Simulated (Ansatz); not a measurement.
How AgO stores the work of compression

Method: Ansatz 0.2.0, DFT PBEsol, scalar-relativistic, plane waves, PAW. Settings: 420 eV cutoff, 14×14×14 k-mesh, Gaussian smearing of 0.10 eV, no spin polarisation.

Starting point, cell and atoms relaxed:

```xyz
2
Lattice="0.0000 2.4747 2.4747 2.4747 0.0000 2.4747 2.4747 2.4747 0.0000" Properties=species:S:1:pos:R:3 pbc="T T T"
Ag    0.0000    0.0000    0.0000
O     3.7120    3.7120    3.7120
```

Cell and atoms were relaxed at each target pressure within the start's symmetry (F-43m), at zero temperature; other phases can be more stable under pressure. H = E + PV with P the target; E is the free energy at the smearing used, whose derivative the pressure is, per atom and counted from zero pressure. The mesh named is that at zero pressure; some other pressures ran on another.

A cell with an odd number of electrons and no spin polarisation is a metal by construction and may be lower with spin.

```csv
P (GPa),V (Å³/atom),E − E0 (meV),H − H0 (meV)
0,15.155,0.0,0.0
2,14.888,1.7,187.6
5,14.539,9.3,463.0
10,14.045,32.3,908.9
20,13.278,103.1,1760.6
40,12.220,296.5,3347.4
```

Thermodynamics gives dH/dP = V along a relaxed path. Integrate V over P by the trapezoid rule and compare with the computed enthalpies.

With 1 eV/Å³ = 160.22 GPa, each step adds the mean volume times ΔP / 160.22:
```csv
P (GPa),∫V dP (meV),H − H0 (meV),difference (meV)
2,187.5,187.6,0.0
5,463.0,463.0,0.0
10,909.0,908.9,0.1
20,1761.7,1760.6,1.1
40,3353.2,3347.4,5.8
```

V(P) curves upward, so the trapezoid rule runs high; integrating a smooth curve through the same points puts that excess at about 6.3 meV at 40 GPa, against the 5.8 meV found.

At 40 GPa, how much of the enthalpy change is stored energy and how much is the PV term?

E rises by 297 meV/atom and PV is 40 × 12.220 / 160.22 = 3051 meV/atom, so PV makes 91 % of ΔH. So between rival structures at high pressure a small difference in volume can outweigh the difference in energy: 1 % of this volume is worth 30.5 meV/atom at this pressure.

What bulk modulus do the lowest pressures give?

From the pressures that the runs reached, -1.99 GPa (15.452 Å³) and 2.04 GPa (14.888 Å³), B = −ΔP/Δln V = 4.03 / 0.0372 = 108 GPa, a mean over that range.